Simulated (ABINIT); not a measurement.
Zn:

```
CELL_PARAMETERS angstrom
0.00000 1.96478 1.96478
1.96478 0.00000 1.96478
1.96478 1.96478 0.00000
ATOMIC_POSITIONS crystal
Zn 0.00000 0.00000 0.00000
```

This isn't the form of Zn at room conditions, which is hcp.

Base run:

- Program: ABINIT 10.8.3 (patched build)
- Functional: BLYP
- Potentials or basis: JTH PAW PBE v2.0
- Cutoff: 707 eV
- k mesh: 12 × 12 × 12
- Occupations: fermi-dirac, width 0.05 eV
- Spin: no spin polarisation

Its results: band gap on the k mesh none (metal or under the smearing width); pressure 6.1 GPa.

Problem. The run is repeated on the same cell with these changes: functional from BLYP to SCAN. What comes out?

Solution. Band gap on the k mesh none (metal or under the smearing width); pressure -6.3 GPa.

Caveats: the PAW data sets were made with another functional, which shifts forces and pressure a little.
